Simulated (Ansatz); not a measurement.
# Ag (fcc type): the cost of one run

Program: Ansatz 0.2.0. Level of theory: DFT PBE, with the methods named in each step. These are calculated values, not measurements.

**1. The structure to begin with**

It takes space group Fm-3m (No. 225, cubic). Conventional cell: a = 4.147 Å, b = 4.147 Å, c = 4.147 Å, α = 90.00°, β = 90.00°, γ = 90.00°. Around Ag (site symmetry m-3m) lie 12 Ag at 2.93 Å.

Coordinates:

```
Ag
1.0
     0.00000    2.07344    2.07344
     2.07344    0.00000    2.07344
     2.07344    2.07344    0.00000
Ag
1
Direct
  0.00000 0.00000 0.00000
```

**2. Fcc relaxed, PAW**

The input, input.yaml:

```yaml
crystal:
  lattice:
    - [0.0, 2.0734371548, 2.0734371548]
    - [2.0734371548, 0.0, 2.0734371548]
    - [2.0734371548, 2.0734371548, 0.0]
  atoms:
    - { symbol: Ag, position: [0.0, 0.0, 0.0] }
kpoints:
  mp_grid: { grid: [17, 17, 17] }
scf:
  occupations: { method: fermi_dirac, width: 0.05 }
hamiltonian:
  xc: pbe
  pseudopotentials: { kind: paw }
output:
  forces: true
  stress: true
  write_density: true
  write_potential: true
  elf: true
  volumetric_format: npy
relax:
  f_tol: 0.005
  max_steps: 40
  cell: {}
```

Launch:

```console
$ ansatz run input.yaml --threads 1 --pin off --max-ram 3072MiB --backend cpu --events-out ev --progress --plain --runs-dir out
```

Q: Estimate wall time and peak memory on 1 thread of Arm Neoverse V1, shared host.

About 7.2 s, with a peak of 0.31 GiB.
